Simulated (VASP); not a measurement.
Runs of VASP 6.6.1 on KF (Carobbiite). Symmetry: Fm-3m, No. 225, cubic system. Conventional cell: a = 5.344 Å, b = 5.344 Å, c = 5.344 Å, α = 90.00°, β = 90.00°, γ = 90.00°. K (site symmetry m-3m) is surrounded by 6 F at 2.67 Å. F (site symmetry m-3m) has 6 K at 2.67 Å as nearest neighbours. 

```tsv
task	cell	gap on the mesh (eV)	pressure (GPa)
relaxation of the atoms	atoms relaxed from: a relaxed cell with its volume scaled by 1.06	5.84	-1.7
relaxation of the atoms	atoms relaxed from: a relaxed cell with its volume scaled by 1.04	(c)	-1.2
relaxation of the atoms	atoms relaxed from: a relaxed cell with its volume scaled by 1.02	(a)	-0.7
relaxation of cell and atoms	relaxed	(b)	-0.1
relaxation of the atoms	atoms relaxed from: a relaxed cell with its volume scaled by 0.94	6.45	2.4
relaxation of the atoms	atoms relaxed from: a relaxed cell with its volume scaled by 0.96	6.34	1.5
relaxation of the atoms	atoms relaxed	6.13	0.0
relaxation of the atoms	atoms relaxed from: a relaxed cell with its volume scaled by 0.98	6.23	0.7
```

Alike in all rows: level PBEsol; potentials or basis VASP PAW PBE potentials, release 64 (K_sv, F); no spin polarisation; k mesh 10 × 10 × 10; cutoff (eV) 600; smearing gaussian 0.03 eV.

Problem. Estimate the missing entries.

Solution. (a) 6.03; (b) 6.12; (c) 5.93.

Caveats: the PAW data sets were made with another functional, which shifts forces and pressure a little; the relaxation stopped at its first step, so nothing moved (some runs).

A k mesh can miss the band edges.
